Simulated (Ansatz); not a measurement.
Response to strain in CsPbI3

Start from CsPbI3 in the cubic perovskite structure (space group Pm-3m, No. 221).

```
CELL_PARAMETERS angstrom
      6.33267     0.00000     0.00000
      0.00000     6.33267     0.00000
      0.00000     0.00000     6.33267
ATOMIC_POSITIONS crystal
  Cs 0.00000 0.00000 0.00000
  Pb 0.50000 0.50000 0.50000
  I  0.00000 0.50000 0.50000
  I  0.50000 0.50000 0.00000
  I  0.50000 0.00000 0.50000
```

Cartesian axes are those of the cell as printed.

Strains are applied to the cell and any free atomic positions relax; under biaxial strain the out-of-plane vector relaxes too.

All numbers come from r2SCAN in Ansatz (plane waves to 500 eV, PAW, scalar-relativistic without spin-orbit coupling).

Candidates:
(a) biaxial strain −0.72 %, plane normal [110], relaxed out of plane
(b) isotropic strain −4.98 %
(c) biaxial strain +0.81 %, plane normal [001], relaxed out of plane

For the base:

| Quantity | Result |
|---|---|
| Band gap | 1.70 eV |

Question: Order them by band gap, highest first.

Answer: (c) biaxial strain +0.81 %, plane normal [001], relaxed out of plane (1.73 eV), (a) biaxial strain −0.72 %, plane normal [110], relaxed out of plane (1.65 eV), (b) isotropic strain −4.98 % (1.08 eV)

With I and Pb present, leaving out spin-orbit coupling can change the band edges. Stability against distortions was not tested. Many cubic perovskites are stable only at high temperature; tilts and polar distortions were not tested. This is not the structure that CsPbI3 has at room temperature and ambient pressure.

Ansatz is a program for electronic structure.
